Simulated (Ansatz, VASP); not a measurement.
**W in VASP and in Ansatz**

```
CELL_PARAMETERS angstrom
-1.56883 1.56883 1.56883
1.56883 -1.56883 1.56883
1.56883 1.56883 -1.56883
ATOMIC_POSITIONS crystal
W 0.00000 0.00000 0.00000
```

Alike in both runs: task relaxation of cell and atoms; functional LDA; k mesh 18 × 18 × 18; occupations gaussian, width 0.1 eV; no spin polarisation.

|  | VASP | Ansatz |
| --- | --- | --- |
| version | VASP 6.6.1 | Ansatz 0.2.0 |
| potentials or method | VASP PAW LDA potentials, release 64 (W_sv) | scalar-relativistic, plane waves, PAW |
| plane-wave cutoff (eV) | 600 | 420 |
| valence electrons in the cell | 14 | 14 |

```csv
,VASP,Ansatz,Ansatz less VASP
"gap on the k mesh at the Fermi level, each at its own relaxed structure (eV)",none,none,-
relaxed volume (Å³/atom),15.51,15.42,-0.092
relaxed cell length with the largest relative difference (Å),2.721,2.716,-0.0054
```

A gap of «none» marks a metal or a gap that the smearing closes.

The runs have no spin-orbit coupling, so splittings on W are missing.
